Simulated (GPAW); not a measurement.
# Ag: single point with PBE

Crystal: Ag.

```
Ag
1.0
    -1.63910    1.63910    1.65565
     1.63910   -1.63910    1.65565
     1.63910    1.63910   -1.65565
Ag
1
Cartesian
  0.0000 0.0000 0.0000
```

The cell isn't the ideal one: strain = -0.01.

```
Program             : GPAW 26.7.0
Task                : single point
Functional          : PBE
Potentials or basis : GPAW PAW data sets (gpaw-data 1.2.1)
Cutoff              : 600 eV
Basis               : pw
k mesh              : 11 × 11 × 11
Occupations         : fermi-dirac, width 0.05 eV
Spin                : no spin polarisation
Maxiter             : 150
```

```yaml
Pressure: 0.9 GPa
Band_gap_on_the_k_mesh: none (metal or under the smearing width)
```

Stress tensor (GPa, compression positive):
```
0.81 0.00 0.00
0.00 0.81 0.00
0.00 0.00 1.17
```

Levels at points of the mesh, in eV from the Fermi level:
| k point | band 6 | band 7 | band 8 | band 9 | band 10 | band 11 | band 12 | band 13 |
| --- | --- | --- | --- | --- | --- | --- | --- | --- |
| (0.00, 0.00, 0.00) | -4.75 | -4.71 | -3.51 | -3.46 | 17.93 | 18.11 | 18.11 | 23.67 |

It took 29 s on 1 thread of Arm Neoverse V1 (shared host), peak memory 0.15 GiB.

Caveat: the density grid can change from cell to cell, which puts small steps into energies and stress.
